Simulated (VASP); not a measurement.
# GaP in VASP: one cell, several levels of theory, part 2 of 3

VASP 6.6.1, plane waves, PAW. Earlier steps stand in the parts before.

## 4. LDA

INCAR reads:

```
ENCUT = 520.000000
SIGMA = 0.010000
EDIFF = 1.00e-07
GGA = CA
PREC = Accurate
IBRION = -1
ISIF = 2
ISMEAR = 0
NBANDS = 16
NELM = 120
NSW = 0
LASPH = .TRUE.
LCHARG = .FALSE.
LWAVE = .FALSE.
LREAL = .FALSE.
```

KPOINTS reads:

```
KPOINTS created by Atomic Simulation Environment
0
Gamma
8 8 8
0 0 0
```

KPOINTS_OPT reads:

```
special points
7
Reciprocal
0.0000000000 0.0000000000 0.0000000000 1
0.5000000000 0.0000000000 0.5000000000 1
0.5000000000 0.2500000000 0.7500000000 1
0.3750000000 0.3750000000 0.7500000000 1
0.5000000000 0.5000000000 0.5000000000 1
0.6250000000 0.2500000000 0.6250000000 1
0.4500000000 0.0000000000 0.4500000000 1
```

POSCAR reads:

```
Ga P
 1.0000000000000000
    -0.0000000000000000    2.7253992941285432    2.7253992941285432
     2.7253992941285432    0.0000000000000000    2.7253992941285432
     2.7253992941285432    2.7253992941285432    0.0000000000000000
 Ga  P
   1   1
Cartesian
  0.0000000000000000 -0.0000000000000000 -0.0000000000000000
  1.3626996470642714  1.3626996470642714  1.3626996470642714
```

Potentials: the recommended LDA PAW datasets, 18 valence electrons in the neutral cell.

OSZICAR:

```text
N       E                     dE             d eps       ncg     rms          rms(c)
DAV:   1     0.766690259401E+02    0.76669E+02   -0.90892E+03   960   0.161E+03
DAV:   2    -0.480489870373E+01   -0.81474E+02   -0.77733E+02  1040   0.302E+02
DAV:   3    -0.106657086021E+02   -0.58608E+01   -0.58429E+01  1168   0.641E+01
DAV:   4    -0.107576044279E+02   -0.91896E-01   -0.91877E-01  1160   0.866E+00
DAV:   5    -0.107595393711E+02   -0.19349E-02   -0.19349E-02  1176   0.110E+00    0.431E+00
DAV:   6    -0.104919169017E+02    0.26762E+00   -0.36003E-01  1424   0.102E+01    0.276E+00
DAV:   7    -0.104449528968E+02    0.46964E-01   -0.82915E-02  1288   0.199E+00    0.104E+00
DAV:   8    -0.104401566717E+02    0.47962E-02   -0.11252E-02  1104   0.117E+00    0.184E-01
DAV:   9    -0.104401242287E+02    0.32443E-04   -0.98645E-04  1360   0.413E-01    0.630E-02
DAV:  10    -0.104401261979E+02   -0.19691E-05   -0.53234E-05  1368   0.805E-02    0.276E-02
DAV:  11    -0.104401326677E+02   -0.64699E-05   -0.92218E-06  1200   0.449E-02    0.783E-03
DAV:  12    -0.104401324224E+02    0.24536E-06   -0.54941E-07  1128   0.760E-03    0.539E-03
DAV:  13    -0.104401323845E+02    0.37815E-07   -0.24210E-07  1120   0.463E-03
   1 F= -.10440132E+02 E0= -.10440132E+02  d E =-.164780E-11
       N       E                     dE             ncg
DAV:   1     0.448170982220E+03   -0.44504E+04      240
DAV:   2    -0.126346150066E+03   -0.57452E+03      256
DAV:   3    -0.171066705392E+03   -0.44721E+02      272
DAV:   4    -0.171746550692E+03   -0.67985E+00      312
DAV:   5    -0.171760064944E+03   -0.13514E-01      264
DAV:   6    -0.171760679082E+03   -0.61414E-03      376
DAV:   7    -0.171760681997E+03   -0.29146E-05      256
DAV:   8    -0.171760682088E+03   -0.90987E-07      272
```

Parts of OUTCAR:

```text
k-points           NKPTS =     29   k-points in BZ     NKDIM =     29   number of bands    NBANDS=     16

   NELECT =      18.0000    total number of electrons

   dimension x,y,z NGX =    30 NGY =   30 NGZ =   30
   dimension x,y,z NGXF=    60 NGYF=   60 NGZF=   60

  energy-cutoff  :      520.00
  volume of cell :       40.49
      direct lattice vectors                 reciprocal lattice vectors
     0.000000000  2.725399294  2.725399294    -0.183459356  0.183459356  0.183459356
     2.725399294  0.000000000  2.725399294     0.183459356 -0.183459356  0.183459356
     2.725399294  2.725399294  0.000000000     0.183459356  0.183459356 -0.183459356

 k-points in reciprocal lattice and weights: KPOINTS created by Atomic Simulation Env
   0.00000000  0.00000000  0.00000000       0.002
   0.12500000  0.00000000  0.00000000       0.016
   0.25000000  0.00000000  0.00000000       0.016
   0.37500000  0.00000000  0.00000000       0.016
   0.50000000  0.00000000  0.00000000       0.008
   0.12500000  0.12500000  0.00000000       0.012
   0.25000000  0.12500000  0.00000000       0.047
   0.37500000  0.12500000  0.00000000       0.047
[... 21 more k-points ...]

 E-fermi :   4.5445

 k-point     1 :       0.0000    0.0000    0.0000
  band No.  band energies     occupation
      1     -10.2015      2.00000
      2     -10.2015      2.00000
      3     -10.2015      2.00000
      4     -10.1034      2.00000
      5     -10.1034      2.00000
      6      -8.0047      2.00000
      7       4.5035      2.00000
      8       4.5035      2.00000
      9       4.5035      2.00000
     10       6.1391      0.00000
     11       8.2958      0.00000
     12       8.2958      0.00000
     13       8.2958      0.00000
     14      12.9954      0.00000
     15      14.3007      0.00000
     16      14.3007      0.00000

 k-point     2 :       0.1250    0.0000    0.0000
  band No.  band energies     occupation
      1     -10.2138      2.00000
      2     -10.1968      2.00000
      3     -10.1968      2.00000
      4     -10.1035      2.00000
      5     -10.1035      2.00000
      6      -7.8026      2.00000
      7       2.8321      2.00000
      8       4.2697      2.00000
      9       4.2697      2.00000
     10       6.8011      0.00000
     11       8.6488      0.00000
     12       8.6488      0.00000
     13       8.8498      0.00000
     14      13.6366      0.00000
     15      13.6366      0.00000
     16      13.9160      0.00000

 k-point     3 :       0.2500    0.0000    0.0000
  band No.  band energies     occupation
      1     -10.2415      2.00000
      2     -10.1870      2.00000
      3     -10.1870      2.00000
      4     -10.1022      2.00000
      5     -10.1022      2.00000
      6      -7.2276      2.00000
      7       0.5738      2.00000
      8       3.8323      2.00000
      9       3.8323      2.00000
     10       6.5062      0.00000
     11       9.1584      0.00000
     12       9.1584      0.00000
     13      10.6922      0.00000
     14      13.4353      0.00000
     15      13.4353      0.00000
     16      14.1715      0.00000

 k-point     4 :       0.3750    0.0000    0.0000
  band No.  band energies     occupation
      1     -10.2669      2.00000
      2     -10.1795      2.00000
      3     -10.1795      2.00000
      4     -10.0985      2.00000
      5     -10.0985      2.00000
      6      -6.4205      2.00000
      7      -1.3292      2.00000
      8       3.4955      2.00000
      9       3.4955      2.00000
     10       6.1479      0.00000
     11       9.2057      0.00000
     12       9.2057      0.00000
     13      12.3156      0.00000
     14      14.1053      0.00000
     15      14.6303      0.00000
     16      14.6303      0.00000

 k-point     5 :       0.5000    0.0000    0.0000
  band No.  band energies     occupation
      1     -10.2769      2.00000
      2     -10.1771      2.00000
      3     -10.1771      2.00000
      4     -10.0962      2.00000
      5     -10.0962      2.00000
      6      -5.9209      2.00000
      7      -2.2046      2.00000
      8       3.3746      2.00000
      9       3.3746      2.00000
     10       6.0181      0.00000
     11       9.1351      0.00000
     12       9.1351      0.00000
     13      12.5513      0.00000
     14      15.1434      0.00000
     15      16.1657      0.00000
     16      16.1657      0.00000

 k-point     6 :       0.1250    0.1250    0.0000
  band No.  band energies     occupation
      1     -10.2222      2.00000
      2     -10.1925      2.00000
      3     -10.1925      2.00000
      4     -10.1075      2.00000
      5     -10.1003      2.00000
      6      -7.7354      2.00000
      7       2.9069      2.00000
      8       3.8445      2.00000
      9       3.8445      2.00000
     10       7.3678      0.00000
     11       7.8459      0.00000
     12       9.2483      0.00000
     13       9.2484      0.00000
     14      12.5385      0.00000
     15      14.2894      0.00000
     16      14.5461      0.00000

 k-point     7 :       0.2500    0.1250    0.0000
  band No.  band energies     occupation
      1     -10.2441      2.00000
      2     -10.1841      2.00000
      3     -10.1821      2.00000
      4     -10.1105      2.00000
      5     -10.0973      2.00000
      6      -7.2834      2.00000
      7       1.1732      2.00000
      8       3.3534      2.00000
      9       3.3756      2.00000
     10       7.3252      0.00000
     11       8.2805      0.00000
     12       9.9832      0.00000
     13      10.0784      0.00000
     14      12.4432      0.00000
     15      14.5139      0.00000
     16      15.3963      0.00000

 k-point     8 :       0.3750    0.1250    0.0000
  band No.  band energies     occupation
      1     -10.2660      2.00000
      2     -10.1776      2.00000
      3     -10.1735      2.00000
      4     -10.1088      2.00000
      5     -10.0946      2.00000
      6      -6.5353      2.00000
      7      -0.7412      2.00000
      8       2.7910      2.00000
      9       3.0631      2.00000
     10       7.1051      0.00000
     11       8.8181      0.00000
     12      10.0984      0.00000
     13      10.7732      0.00000
     14      14.0197      0.00000
     15      15.1483      0.00000
     16      15.3602      0.00000

[... the tables of k-points 9 to 29 left out ...]

  Total       -0.6700363     -0.6700363     -0.6700363      0.0000000      0.0000000     -0.0000000
  in kB      -26.5148076    -26.5148076    -26.5148076      0.0000000      0.0000000     -0.0000000
  external PRESSURE =     -26.5148076 kB  Pullay stress =       0.0000000 kB

 POSITION                                       TOTAL-FORCE (eV/Angst)
 -----------------------------------------------------------------------------------
      0.00000      0.00000      0.00000         0.000000      0.000000     -0.000000
      1.36270      1.36270      1.36270        -0.000000     -0.000000      0.000000
 -----------------------------------------------------------------------------------
    total drift:                                0.000000      0.000000      0.000000

  FREE ENERGIE OF THE ION-ELECTRON SYSTEM (eV)
  ---------------------------------------------------
  free  energy   TOTEN  =       -10.4401323845 eV

  energy  without entropy=      -10.4401323845  energy(sigma->0) =      -10.44013238
```

The levels at the points of KPOINTS_OPT are read from vasprun.xml.

Band energies at the special points (eV, zero at the top of v, the last band that the electrons fill by count):

| point | v−1 | v | c | c+1 |
| --- | --- | --- | --- | --- |
| Γ | 0.00 | 0.00 | 1.64 | 3.79 |
| X | -2.71 | -2.71 | 1.50 | 1.68 |
| W | -3.62 | -3.47 | 4.59 | 4.78 |
| K | -3.99 | -2.28 | 2.04 | 4.69 |
| L | -1.13 | -1.13 | 1.51 | 4.63 |
| U | -3.99 | -2.28 | 2.04 | 4.69 |

Gap with LDA: 1.45 eV, valence top at Γ, conduction bottom at (0.45, 0.00, 0.45). Least direct gap: 1.64 eV. The pressure is -2.65 GPa; the forces vanish within 0.01 eV/Å.

## 5. PBEsol at this geometry

INCAR, as its differences from that of step 4:

```diff
@@ -3,3 +3,3 @@
 EDIFF = 1.00e-07
-GGA = CA
+GGA = PS
 PREC = Accurate
```

KPOINTS is that of step 4.

KPOINTS_OPT is that of step 4.

POSCAR is that of step 4.

The run uses the recommended PBE PAW datasets (18 valence electrons a neutral cell).

OSZICAR:

```text
N       E                     dE             d eps       ncg     rms          rms(c)
DAV:   1     0.764656091310E+02    0.76466E+02   -0.90714E+03   960   0.161E+03
DAV:   2    -0.439049033138E+01   -0.80856E+02   -0.77121E+02  1032   0.301E+02
DAV:   3    -0.101156491088E+02   -0.57252E+01   -0.57080E+01  1176   0.635E+01
DAV:   4    -0.102033575326E+02   -0.87708E-01   -0.87691E-01  1120   0.846E+00
DAV:   5    -0.102052451862E+02   -0.18877E-02   -0.18876E-02  1192   0.109E+00    0.412E+00
DAV:   6    -0.996120867661E+01    0.24404E+00   -0.35038E-01  1432   0.114E+01    0.261E+00
DAV:   7    -0.992312676862E+01    0.38082E-01   -0.80185E-02  1296   0.219E+00    0.981E-01
DAV:   8    -0.992033069292E+01    0.27961E-02   -0.11981E-02  1128   0.127E+00    0.174E-01
DAV:   9    -0.992048088560E+01   -0.15019E-03   -0.99277E-04  1360   0.426E-01    0.622E-02
DAV:  10    -0.992050620201E+01   -0.25316E-04   -0.59687E-05  1384   0.822E-02    0.272E-02
DAV:  11    -0.992053313512E+01   -0.26933E-04   -0.27714E-05  1056   0.527E-02    0.634E-03
DAV:  12    -0.992053303537E+01    0.99756E-07   -0.98303E-07  1168   0.106E-02
   1 F= -.99205330E+01 E0= -.99205330E+01  d E =-.124213E-66
       N       E                     dE             ncg
DAV:   1     0.463553895021E+03   -0.44350E+04      240
DAV:   2    -0.107330122679E+03   -0.57088E+03      256
DAV:   3    -0.151508202445E+03   -0.44178E+02      272
DAV:   4    -0.152167729125E+03   -0.65953E+00      320
DAV:   5    -0.152180660550E+03   -0.12931E-01      248
DAV:   6    -0.152181253061E+03   -0.59251E-03      360
DAV:   7    -0.152181261664E+03   -0.86031E-05      264
DAV:   8    -0.152181262018E+03   -0.35402E-06      304
DAV:   9    -0.152181262022E+03   -0.35872E-08      192
```

From OUTCAR:

```text
k-points           NKPTS =     29   k-points in BZ     NKDIM =     29   number of bands    NBANDS=     16

   NELECT =      18.0000    total number of electrons

   dimension x,y,z NGX =    30 NGY =   30 NGZ =   30
   dimension x,y,z NGXF=    60 NGYF=   60 NGZF=   60

  energy-cutoff  :      520.00
  volume of cell :       40.49
      direct lattice vectors                 reciprocal lattice vectors
     0.000000000  2.725399294  2.725399294    -0.183459356  0.183459356  0.183459356
     2.725399294  0.000000000  2.725399294     0.183459356 -0.183459356  0.183459356
     2.725399294  2.725399294  0.000000000     0.183459356  0.183459356 -0.183459356

 k-points in reciprocal lattice and weights: KPOINTS created by Atomic Simulation Env
   0.00000000  0.00000000  0.00000000       0.002
   0.12500000  0.00000000  0.00000000       0.016
   0.25000000  0.00000000  0.00000000       0.016
   0.37500000  0.00000000  0.00000000       0.016
   0.50000000  0.00000000  0.00000000       0.008
   0.12500000  0.12500000  0.00000000       0.012
   0.25000000  0.12500000  0.00000000       0.047
   0.37500000  0.12500000  0.00000000       0.047
[... 21 more k-points ...]

 E-fermi :   4.6867

 k-point     1 :       0.0000    0.0000    0.0000
  band No.  band energies     occupation
      1      -9.9736      2.00000
      2      -9.9736      2.00000
      3      -9.9736      2.00000
      4      -9.8730      2.00000
      5      -9.8730      2.00000
      6      -7.9560      2.00000
      7       4.5668      2.00000
      8       4.5668      2.00000
      9       4.5668      2.00000
     10       6.3158      0.00000
     11       8.3937      0.00000
     12       8.3937      0.00000
     13       8.3937      0.00000
     14      13.1320      0.00000
     15      14.3382      0.00000
     16      14.3382      0.00000

 k-point     2 :       0.1250    0.0000    0.0000
  band No.  band energies     occupation
      1      -9.9875      2.00000
      2      -9.9689      2.00000
      3      -9.9689      2.00000
      4      -9.8730      2.00000
      5      -9.8730      2.00000
      6      -7.7522      2.00000
      7       2.9140      2.00000
      8       4.3333      2.00000
      9       4.3333      2.00000
     10       6.9495      0.00000
     11       8.7473      0.00000
     12       8.7474      0.00000
     13       8.9626      0.00000
     14      13.6807      0.00000
     15      13.6807      0.00000
     16      14.0511      0.00000

 k-point     3 :       0.2500    0.0000    0.0000
  band No.  band energies     occupation
      1     -10.0180      2.00000
      2      -9.9588      2.00000
      3      -9.9588      2.00000
      4      -9.8717      2.00000
      5      -9.8717      2.00000
      6      -7.1744      2.00000
      7       0.6532      2.00000
      8       3.8959      2.00000
      9       3.8959      2.00000
     10       6.6418      0.00000
     11       9.2540      0.00000
     12       9.2540      0.00000
     13      10.8266      0.00000
     14      13.4867      0.00000
     15      13.4867      0.00000
     16      14.2790      0.00000

 k-point     4 :       0.3750    0.0000    0.0000
  band No.  band energies     occupation
      1     -10.0454      2.00000
      2      -9.9510      2.00000
      3      -9.9510      2.00000
      4      -9.8680      2.00000
      5      -9.8680      2.00000
      6      -6.3655      2.00000
      7      -1.2527      2.00000
      8       3.5588      2.00000
      9       3.5588      2.00000
     10       6.2815      0.00000
     11       9.2921      0.00000
     12       9.2921      0.00000
     13      12.4381      0.00000
     14      14.2342      0.00000
     15      14.6951      0.00000
     16      14.6951      0.00000

 k-point     5 :       0.5000    0.0000    0.0000
  band No.  band energies     occupation
      1     -10.0560      2.00000
      2      -9.9486      2.00000
      3      -9.9486      2.00000
      4      -9.8656      2.00000
      5      -9.8656      2.00000
      6      -5.8660      2.00000
      7      -2.1285      2.00000
      8       3.4377      2.00000
      9       3.4377      2.00000
     10       6.1515      0.00000
     11       9.2178      0.00000
     12       9.2178      0.00000
     13      12.6553      0.00000
     14      15.3033      0.00000
     15      16.2333      0.00000
     16      16.2333      0.00000

 k-point     6 :       0.1250    0.1250    0.0000
  band No.  band energies     occupation
      1      -9.9964      2.00000
      2      -9.9644      2.00000
      3      -9.9644      2.00000
      4      -9.8772      2.00000
      5      -9.8698      2.00000
      6      -7.6847      2.00000
      7       2.9968      2.00000
      8       3.9077      2.00000
      9       3.9077      2.00000
     10       7.4907      0.00000
     11       7.9732      0.00000
     12       9.3492      0.00000
     13       9.3492      0.00000
     14      12.5931      0.00000
     15      14.4245      0.00000
     16      14.5840      0.00000

 k-point     7 :       0.2500    0.1250    0.0000
  band No.  band energies     occupation
      1     -10.0203      2.00000
      2      -9.9558      2.00000
      3      -9.9538      2.00000
      4      -9.8803      2.00000
      5      -9.8667      2.00000
      6      -7.2305      2.00000
      7       1.2576      2.00000
      8       3.4160      2.00000
      9       3.4438      2.00000
     10       7.4367      0.00000
     11       8.4054      0.00000
     12      10.0851      0.00000
     13      10.1766      0.00000
     14      12.5260      0.00000
     15      14.5595      0.00000
     16      15.5156      0.00000

 k-point     8 :       0.3750    0.1250    0.0000
  band No.  band energies     occupation
      1     -10.0442      2.00000
      2      -9.9492      2.00000
      3      -9.9449      2.00000
      4      -9.8786      2.00000
      5      -9.8639      2.00000
      6      -6.4806      2.00000
      7      -0.6616      2.00000
      8       2.8611      2.00000
      9       3.1252      2.00000
     10       7.2230      0.00000
     11       8.9187      0.00000
     12      10.1911      0.00000
     13      10.8718      0.00000
     14      14.1305      0.00000
     15      15.2529      0.00000
     16      15.4208      0.00000

[... the tables of k-points 9 to 29 left out ...]

  Total       -0.1678939     -0.1678939     -0.1678939     -0.0000000     -0.0000000     -0.0000000
  in kB       -6.6439308     -6.6439308     -6.6439308     -0.0000000     -0.0000000     -0.0000000
  external PRESSURE =      -6.6439308 kB  Pullay stress =       0.0000000 kB

 POSITION                                       TOTAL-FORCE (eV/Angst)
 -----------------------------------------------------------------------------------
      0.00000      0.00000      0.00000        -0.000000      0.000000      0.000000
      1.36270      1.36270      1.36270         0.000000     -0.000000     -0.000000
 -----------------------------------------------------------------------------------
    total drift:                                0.000000      0.000000      0.000000

  FREE ENERGIE OF THE ION-ELECTRON SYSTEM (eV)
  ---------------------------------------------------
  free  energy   TOTEN  =        -9.9205330354 eV

  energy  without entropy=       -9.9205330354  energy(sigma->0) =       -9.92053304
```

The levels at the points of KPOINTS_OPT are read from vasprun.xml.

Band energies at the special points (eV, zero at the top of v, the last band that the electrons fill by count):

| point | v−1 | v | c | c+1 |
| --- | --- | --- | --- | --- |
| Γ | 0.00 | 0.00 | 1.75 | 3.83 |
| X | -2.71 | -2.71 | 1.52 | 1.72 |
| W | -3.63 | -3.48 | 4.61 | 4.83 |
| K | -4.00 | -2.28 | 2.07 | 4.73 |
| L | -1.13 | -1.13 | 1.58 | 4.65 |
| U | -4.00 | -2.28 | 2.07 | 4.73 |

Gap with PBEsol: 1.47 eV, valence top at Γ, conduction bottom at (0.45, 0.00, 0.45). Least direct gap: 1.75 eV. The pressure is -0.66 GPa; the forces vanish within 0.01 eV/Å.

[end of part 2 of 3]
